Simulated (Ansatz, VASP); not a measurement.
# C: VASP beside Ansatz

The input INCAR:

```
PREC     = Accurate       # precision mode
ENCUT    = 520            # plane-wave cutoff, eV
EDIFF    = 1E-6           # SCF threshold, eV
ISMEAR   = -1             # smearing method
SIGMA    = 0.05           # smearing width, eV
LREAL    = F              # projectors in reciprocal space
LASPH    = T              # aspherical terms in the spheres
NELM     = 80             # most SCF steps
ALGO     = Normal         # electronic algorithm
ISIF     = 2              # what is computed and relaxed
LWAVE    = F              # write WAVECAR
LCHARG   = F              # write CHGCAR
GGA      = PS             # functional
NBANDS   = 11             # bands
```

Contents of KPOINTS:

```
regular mesh
0
Gamma
  13 13 13
```

POSCAR

```
C
1.0
    0.0000000000      1.7951807415      1.7951807415
    1.7951807415      0.0000000000      1.7951807415
    1.7951807415      1.7951807415      0.0000000000
C
2
Direct
    0.7500000000      0.7500000000      0.7500000000
    0.5000000000      0.5000000000      0.5000000000
```

input.yaml

```yaml
crystal:
  lattice:
    - [0.0, 1.7951807415, 1.7951807415]
    - [1.7951807415, 0.0, 1.7951807415]
    - [1.7951807415, 1.7951807415, 0.0]
  atoms:
    - { symbol: C, position: [0.75, 0.75, 0.75] }
    - { symbol: C, position: [0.5, 0.5, 0.5] }
hamiltonian:
  xc: pbesol
  pseudopotentials: { kind: paw }
kpoints:
  mp_grid: { grid: [13, 13, 13] }
scf:
  occupations: { method: fermi_dirac, width: 0.05 }
output:
  forces: true
  stress: true
  eigenvalues: true
```

This isn't the form of C at room conditions, which is graphite.

Alike in both runs: task single point; functional PBEsol; k mesh 13 × 13 × 13; occupations fermi-dirac, width 0.05 eV; no spin polarisation.

|  | VASP | Ansatz |
| --- | --- | --- |
| version | VASP 6.6.1 | Ansatz 0.2.0 |
| potentials or method | VASP PAW PBE potentials, release 64 (C) | Ansatz PAW |
| plane-wave cutoff (eV) | 520 | 420 |
| valence electrons in the cell | 8 | 8 |

VASP gave:

| Property | Result |
| --- | --- |
| gap on the k mesh at the Fermi level (eV) | 3.97 |
| least direct gap on the mesh (eV) | 5.49 |
| pressure (GPa) | -12.1 |

Question: Estimate Ansatz's values.

Answer: gap on the k mesh at the Fermi level (eV): 3.97; least direct gap on the mesh (eV): 5.48; pressure (GPa): -13.1.

Caveats: the PAW data sets were made with another functional, which shifts forces and pressure a little (VASP); an odd mesh through Γ misses points on the zone boundary, where band edges often lie (VASP); odd divisions of the mesh miss points on the zone boundary, where band edges often lie, so the gap on the mesh can be too wide (Ansatz); the pressure holds a Pulay correction of +1.0 GPa for the finite cutoff (Ansatz); the PAW data sets come from PBE, with cores solved anew for the run's functional, which leaves a small shift of forces and pressure (Ansatz).
